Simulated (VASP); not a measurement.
# AlN (Pm-3m) in VASP: notebook, part 2 of 2

VASP 6.6.1. The steps go on from the part before.

### 4 Single point, r2SCAN

This run uses another cell than the first one, of 8.64 Å³/atom, 0.969 times its volume.

POSCAR reads:

```
AlN
1.0
    2.5854596259      0.0000000000      0.0000000000
    0.0000000000      2.5854596259      0.0000000000
    0.0000000000      0.0000000000      2.5854596259
Al N
1 1
Direct
    0.0000000000      0.0000000000      0.0000000000
    0.5000000000      0.5000000000      0.5000000000
```

INCAR.step1 reads:

```
SYSTEM = AlN
PREC = Accurate
ENCUT = 520
ISMEAR = -1
SIGMA = 0.02
LREAL = .FALSE.
LASPH = .TRUE.
NELM = 60
NBANDS = 11
GGA = PE
ALGO = Normal
EDIFF = 1E-4
LWAVE = .TRUE.
LCHARG = .FALSE.
```

INCAR.step2 reads:

```
SYSTEM = AlN
PREC = Accurate
ENCUT = 520
EDIFF = 1E-6
ISMEAR = -1
SIGMA = 0.02
LREAL = .FALSE.
LASPH = .TRUE.
NELM = 60
ALGO = Normal
ISIF = 2
LWAVE = .FALSE.
LCHARG = .TRUE.
METAGGA = R2SCAN
LMIXTAU = .TRUE.
LELF = .TRUE.
LVHAR = .TRUE.
NBANDS = 11
ISTART = 1
```

KPOINTS reads:

```
Automatic mesh
0
G
  10 10 10
  0 0 0
```

Potentials or basis: VASP PAW PBE potentials, release 64 (Al, N).

Started as:

```sh
cat potpaw_PBE.64/Al/POTCAR potpaw_PBE.64/N/POTCAR > POTCAR
cp INCAR.step1 INCAR
mpirun -np 1 vasp_std > vasp.out
cp INCAR.step2 INCAR
mpirun -np 1 vasp_std > vasp.out
```

OUTCAR:

```text
SYSTEM = AlN
   PREC = Accurate
   ENCUT = 520
   EDIFF = 1E-6
   ISMEAR = -1
   LREAL = .FALSE.
   LASPH = .TRUE.
   NELM = 60
   ISIF = 2
   METAGGA = R2SCAN
   ISTART = 1

 ion  position               nearest neighbor table
   1  0.000  0.000  0.000-   2 2.24   2 2.24   2 2.24   2 2.24   2 2.24   2 2.24   2 2.24   2 2.24

   2  0.500  0.500  0.500-   1 2.24   1 2.24   1 2.24   1 2.24   1 2.24   1 2.24   1 2.24   1 2.24

  LATTYP: Found a simple cubic cell.
 ALAT       =     2.5854596259

  Lattice vectors:

 A1 = (   2.5854596259,   0.0000000000,   0.0000000000)
 A2 = (   0.0000000000,   2.5854596259,   0.0000000000)
 A3 = (   0.0000000000,   0.0000000000,   2.5854596259)

Analysis of symmetry for initial positions (statically):
=====================================================================
 Subroutine PRICEL returns:
 Original cell was already a primitive cell.

 Routine SETGRP: Setting up the symmetry group for a
 simple cubic supercell.

 Subroutine GETGRP returns: Found 48 space group operations
[... 175 lines left out ...]
      1      -8.4518      2.00000
      2       9.4268      2.00000
      3       9.4268      2.00000
      4       9.4268      2.00000
      5      12.6621      0.00000
      6      17.8649      0.00000
      7      17.8649      0.00000
      8      28.4576      0.00000
      9      28.4576      0.00000
     10      28.4576      0.00000
     11      35.3560      0.00000
[... 309 lines left out ...]
 k-point    24 :       0.3000    0.1000    0.1000
  band No.  band energies     occupation
      1      -6.6660      2.00000
      2       3.3833      2.00000
      3       8.8662      2.00000
      4       9.2757      2.00000
      5      16.4743      0.00000
      6      19.4558      0.00000
      7      19.9430      0.00000
      8      25.3724      0.00000
      9      26.0989      0.00000
     10      30.7398      0.00000
     11      30.8000      0.00000

 [... further k-points ...]

------------------------ aborting loop because EDIFF is reached ----------------------------------------

  FORCE on cell =-STRESS in cart. coord.  units (eV):
  Direction    XX          YY          ZZ          XY          YZ          ZX
  --------------------------------------------------------------------------------------
  -------------------------------------------------------------------------------------
  Total       -0.0437259     -0.0437259     -0.0437259     -0.0000000      0.0000000     -0.0000000
  in kB       -4.0535593     -4.0535593     -4.0535593     -0.0000000      0.0000000     -0.0000000
  external PRESSURE =      -4.0535593 kB  Pullay stress =       0.0000000 kB

 VOLUME and BASIS-vectors are now :
 -----------------------------------------------------------------------------
  energy-cutoff  :      520.00
  volume of cell :       17.28
      direct lattice vectors                 reciprocal lattice vectors
     2.585459626  0.000000000  0.000000000     0.386778424  0.000000000  0.000000000
     0.000000000  2.585459626  0.000000000     0.000000000  0.386778424  0.000000000
     0.000000000  0.000000000  2.585459626     0.000000000  0.000000000  0.386778424

 POSITION                                       TOTAL-FORCE (eV/Angst)
 -----------------------------------------------------------------------------------
      0.00000      0.00000      0.00000         0.000000      0.000000      0.000000
      1.29273      1.29273      1.29273         0.000000      0.000000      0.000000
 -----------------------------------------------------------------------------------
    total drift:                                0.000000      0.000000      0.000000

  FREE ENERGIE OF THE ION-ELECTRON SYSTEM (eV)
  ---------------------------------------------------
  free  energy   TOTEN  =       -15.4052368618 eV

  energy  without entropy=      -15.4044733871  energy(sigma->0) =      -15.40485512
```

Run time: 39 s. Hardware: 1 thread of Intel Xeon Platinum 8559C (Emerald Rapids), shared host; peak memory 0.12 GiB.

Results:

```yaml
Free_energy: -15.4052 eV
Pressure: -0.4 GPa
Band_gap_on_the_k_mesh: none (metal or under the smearing width)
```

Levels at points of the mesh, in eV from the Fermi level:
```csv
k point,band 1,band 2,band 3,band 4,band 5,band 6,band 7,band 8
"(0.00, 0.00, 0.00)",-19.56,-1.69,-1.69,-1.69,1.55,6.75,6.75,17.34
"(0.50, 0.00, 0.00)",-16.84,-10.70,-0.58,-0.58,5.34,8.53,10.65,12.95
"(0.50, 0.50, 0.00)",-14.68,-7.75,-7.75,-1.11,0.56,10.63,10.63,13.02
"(0.50, 0.50, 0.50)",-12.78,-5.34,-5.34,-5.34,1.80,1.80,1.80,9.05
```

Caveat: the PAW data sets were made with another functional, which shifts forces and pressure a little.

### 5 Single point, PBE

This run uses another cell than the first one, of 8.64 Å³/atom, 0.969 times its volume.

INCAR reads:

```
ALGO = Normal ; EDIFF = 1E-7
ENCUT = 520 ; GGA = PE
ISIF = 2 ; ISMEAR = -1
LASPH = True ; LCHARG = False
LREAL = False ; LWAVE = False
NBANDS = 11 ; NELM = 60
PREC = Accurate ; SIGMA = 0.02
```

KPOINTS reads:

```
k-points
0
Gamma
  10 10 10
```

POSCAR is that of step 4.

Started as:

```sh
cat potpaw_PBE.64/Al/POTCAR potpaw_PBE.64/N/POTCAR > POTCAR
mpirun -np 1 vasp_std > vasp.out
```

It used 5.6 s of CPU time on 1 thread of Intel(R) Xeon(R) Platinum 8559C (Emerald Rapids), on a shared host, which was overloaded at the time.

Results (log left out):

```yaml
Free_energy: -11.4205 eV
Pressure: 6.4 GPa
Band_gap_on_the_k_mesh: none (metal or under the smearing width)
```

Levels at points of the mesh, in eV from the Fermi level:
```tsv
k point	band 1	band 2	band 3	band 4	band 5	band 6	band 7	band 8	band 9
(0.00, 0.00, 0.00)	-18.57	-1.60	-1.60	-1.60	1.06	6.25	6.25	16.00	16.00
(0.50, 0.00, 0.00)	-15.86	-10.38	-0.53	-0.53	4.79	7.61	10.00	12.06	12.06
(0.50, 0.50, 0.00)	-13.74	-7.45	-7.45	-1.51	0.53	9.73	9.73	12.24	15.18
(0.50, 0.50, 0.50)	-11.89	-5.09	-5.09	-5.09	1.44	1.44	1.44	7.81	18.80
```

### 6 Summary

```tsv
task	level	cell	cutoff (eV)	gap on the mesh (eV)	pressure (GPa)
single point	PBE	Pm-3m, 8.92 Å³/atom	520	none	-0.1
relaxation of cell and atoms	PBE	relaxed	600	none	0.1
single point	r2SCAN	Pm-3m, 8.64 Å³/atom	520	none	-0.4
single point	PBE	Pm-3m, 8.64 Å³/atom	520	none	6.4
```

Alike in all rows: potentials or basis VASP PAW PBE potentials, release 64 (Al, N); no spin polarisation; k mesh 10 × 10 × 10; smearing fermi-dirac 0.02 eV.

Every run on the cell as given and a fine mesh finds a metal. The pressure there spans -0.4 GPa (r2SCAN) to 6.4 GPa (PBE); a positive pressure means that this level wants a larger cell, a negative one a smaller.

Caveats: the volume moved by over 15 % at a fixed basis, so the end points are rough (some runs); the PAW data sets were made with another functional, which shifts forces and pressure a little (some runs).

Total energies depend on the potentials used, so only differences within one code and one set of settings carry meaning.
